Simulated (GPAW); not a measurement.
Crystal: CdO (Monteponite).

```
Cd O
1.0
     0.00000    2.34950    2.34950
     2.34950    0.00000    2.34950
     2.34950    2.34950    0.00000
Cd O
1 1
Direct
  0.00000 0.00000 0.00000
  0.50000 0.50000 0.50000
```

| Item | Value |
| --- | --- |
| Program | GPAW 26.7.0 |
| Task | relaxation of cell and atoms |
| Functional | RPBE |
| Potentials or basis | the program's PAW data sets (release 1.2.1) made for this functional |
| Cutoff | 800 eV |
| Basis | pw |
| k mesh | 10 × 10 × 10 |
| Occupations | fermi-dirac, width 0.05 eV |
| Spin | no spin polarisation |

At the start: pressure 10.0 GPa; volume 12.97 Å³/atom.

**Question.** Where does the relaxation end?

**Answer.** Over 4 steps the energy falls by 29.8 meV/atom and the volume is 13.97 Å³/atom (+7.7 %); space group Fm-3m (No. 225, to 0.05 Å).

The path:
```
step  energy change (eV)  largest force (eV/Å)  pressure (GPa)  volume (Å³)
   1              0.0000                0.0000           10.03        25.94
   2             -0.0249                0.0000            7.37        26.39
   3             -0.0592                0.0000            0.63        27.79
   4             -0.0596                0.0000            0.05        27.93
```

Final structure:
```
CELL_PARAMETERS angstrom
0.00000 2.40816 2.40816
2.40816 0.00000 2.40816
2.40816 2.40816 0.00000
ATOMIC_POSITIONS crystal
Cd 0.00000 0.00000 0.00000
O 0.50000 0.50000 0.50000
```

Caveat: later steps reuse the first step's grids.
